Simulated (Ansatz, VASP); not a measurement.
## SnO in VASP and in Ansatz

```
CELL_PARAMETERS angstrom
3.82016 0.00000 0.00000
0.00000 3.82016 0.00000
0.00000 0.00000 30.63276
ATOMIC_POSITIONS crystal
Sn 0.75000 0.25000 0.46143
Sn 0.25000 0.75000 0.53857
O 0.25000 0.25000 0.50000
O 0.75000 0.75000 0.50000
```

Alike in both runs: functional PBE; dispersion D3(BJ); k mesh 6 × 6 × 1; occupations gaussian, width 0.02 eV; no spin polarisation.

Ansatz relaxed the structure, and its values are those at the end. VASP's run is a single point on that final structure, the one shown.

|  | VASP | Ansatz |
| --- | --- | --- |
| version | VASP 6.6.1 | Ansatz 0.2.0 |
| potentials or method | VASP PAW PBE potentials, release 64 (Sn_d, O) | scalar-relativistic, plane waves, PAW |
| plane-wave cutoff (eV) | 520 | 420 |
| valence electrons in the cell | 40 | 40 |

```tsv
	VASP	Ansatz	Ansatz less VASP
gap on the k mesh at the Fermi level (eV)	3.09	3.11	+0.021
least direct gap on the mesh (eV)	3.14	3.18	+0.034
rms of the force components (eV/Å)	0.040	0.000	-0.0398
```

Caveats: spin-orbit coupling is left out, which moves the levels of the heavy elements.
